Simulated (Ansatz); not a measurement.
# Nuclear-site quantities of CdS as the cell is scaled

```yaml
crystal:
  lattice:
    - [4.13480, 0.00000, 0.00000]
    - [-2.06740, 3.58084, 0.00000]
    - [0.00000, 0.00000, 6.74900]
  atoms:
    - { symbol: Cd, position: [0.33333, 0.66667, 0.00000] }
    - { symbol: Cd, position: [0.66667, 0.33333, 0.50000] }
    - { symbol: S, position: [0.33333, 0.66667, 0.38500] }
    - { symbol: S, position: [0.66667, 0.33333, 0.88500] }
```

Atom numbers follow the list: Cd1, Cd2, S3, S4.

The cell is COD entry 9008862, as deposited and not checked against the literature; nothing was relaxed. It differs from other determinations.

Level of theory: Ansatz 0.2.0, DFT, PBEsol, all-electron PAW with datasets made for the crystal, scalar-relativistic.

Settings: a Γ-centred 7×7×4 k mesh, Fermi–Dirac smearing of 0.01 eV, cutoff 260 eV (chosen by the program for this cell), no spin polarisation.

The contact density is the mean electron density over the nuclear volume; its changes follow the s electrons' response to bonding and compression. Changes below are taken from the unscaled cell, where it is 1.03434e+06 e/Å³ at Cd1, 19717.5 e/Å³ at S3.

Volumes at which the program chose other datasets or cutoffs are left out.

The datasets are made afresh for each cell, so very small changes are uncertain.

(1) Does compression raise or lower the contact density at Cd1?

(2) Tabulate the changes with volume.

Results:

(1) It raises it, by 4.64 e/Å³ over the whole range.

(2) 
```json
{"V/V(cell)": "0.9400", "P (GPa)": "3.6", "Δρ(0) Cd1 (e/Å³)": "3.05", "Δρ(0) S3 (e/Å³)": "-0.68"}
{"V/V(cell)": "0.9600", "P (GPa)": "2.1", "Δρ(0) Cd1 (e/Å³)": "1.94", "Δρ(0) S3 (e/Å³)": "-0.45"}
{"V/V(cell)": "0.9800", "P (GPa)": "0.7", "Δρ(0) Cd1 (e/Å³)": "0.92", "Δρ(0) S3 (e/Å³)": "-0.22"}
{"V/V(cell)": "0.9900", "P (GPa)": "0.1", "Δρ(0) Cd1 (e/Å³)": "0.45", "Δρ(0) S3 (e/Å³)": "-0.11"}
{"V/V(cell)": "1.0000", "P (GPa)": "-0.5", "Δρ(0) Cd1 (e/Å³)": "0.00", "Δρ(0) S3 (e/Å³)": "0.00"}
{"V/V(cell)": "1.0100", "P (GPa)": "-1.1", "Δρ(0) Cd1 (e/Å³)": "-0.43", "Δρ(0) S3 (e/Å³)": "0.11"}
{"V/V(cell)": "1.0200", "P (GPa)": "-1.6", "Δρ(0) Cd1 (e/Å³)": "-0.84", "Δρ(0) S3 (e/Å³)": "0.22"}
{"V/V(cell)": "1.0400", "P (GPa)": "-2.6", "Δρ(0) Cd1 (e/Å³)": "-1.59", "Δρ(0) S3 (e/Å³)": "0.43"}
```
